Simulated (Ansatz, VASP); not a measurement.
## AlN: VASP beside Ansatz

The input INCAR:

```
  PREC = Accurate
  ENCUT = 600
  EDIFF = 1E-6
  ISMEAR = -1
  SIGMA = 0.05
  LREAL = False
  LASPH = True
  NELM = 80
  ALGO = Normal
  ISIF = 3
  LWAVE = False
  LCHARG = False
  GGA = PS
  IVDW = 12
  IBRION = 2
  NSW = 60
  EDIFFG = -0.01
```

Contents of KPOINTS:

```
regular mesh
0
Gamma
  10 10 6
```

File POSCAR:

```
AlN
1.0
    3.1130000000      0.0000000000      0.0000000000
   -1.5565000000      2.6959370820      0.0000000000
    0.0000000000      0.0000000000      4.9810000000
Al N
2 2
Direct
    0.6666666667      0.3333333333      0.5000000000
    0.3333333333      0.6666666667      0.0000000000
    0.6666666667      0.3333333333      0.8800000000
    0.3333333333      0.6666666667      0.3800000000
```

The input input.yaml:

```yaml
crystal:
  lattice:
    - [3.113, 0.0, 0.0]
    - [-1.5565, 2.695937082, 0.0]
    - [0.0, 0.0, 4.981]
  atoms:
    - { symbol: Al, position: [0.6666666667, 0.3333333333, 0.5] }
    - { symbol: Al, position: [0.3333333333, 0.6666666667, 0.0] }
    - { symbol: "N", position: [0.6666666667, 0.3333333333, 0.88] }
    - { symbol: "N", position: [0.3333333333, 0.6666666667, 0.38] }
hamiltonian:
  xc: pbesol
  pseudopotentials: { kind: paw }
  dispersion: d3bj
kpoints:
  mp_grid: { grid: [10, 10, 6] }
scf:
  occupations: { method: fermi_dirac, width: 0.05 }
output:
  forces: true
  stress: true
relax:
  f_tol: 0.01
  max_steps: 40
  cell: { stress_tol: 0.05 }
```

Alike in both runs: task relaxation of cell and atoms; functional PBEsol; dispersion D3(BJ); k mesh 10 × 10 × 6; occupations fermi-dirac, width 0.05 eV; no spin polarisation.

|  | VASP | Ansatz |
| --- | --- | --- |
| version | VASP 6.6.1 | Ansatz 0.2.0 |
| potentials or method | VASP PAW PBE potentials, release 64 (Al, N) | Ansatz PAW |
| plane-wave cutoff (eV) | 600 | 420 |
| valence electrons in the cell | 16 | 16 |

```csv
,VASP,Ansatz,Ansatz less VASP
relaxed volume (Å³/atom),10.27,10.28,+0.007
relaxed cell length with the largest relative difference (Å),4.949,4.950,+0.0014
energy change over the relaxation (meV/atom),-2,-2,+0.2
```

Caveats: the PAW data sets were made with another functional, which shifts forces and pressure a little (VASP); the plane-wave basis is chosen anew once the cell has moved, so the energies of steps on either side of that aren't comparable (Ansatz); the pressure holds a Pulay correction of +0.5 GPa for the finite cutoff (Ansatz); the PAW data sets come from PBE, with cores solved anew for the run's functional, which leaves a small shift of forces and pressure (Ansatz). A k mesh can miss the band edges.
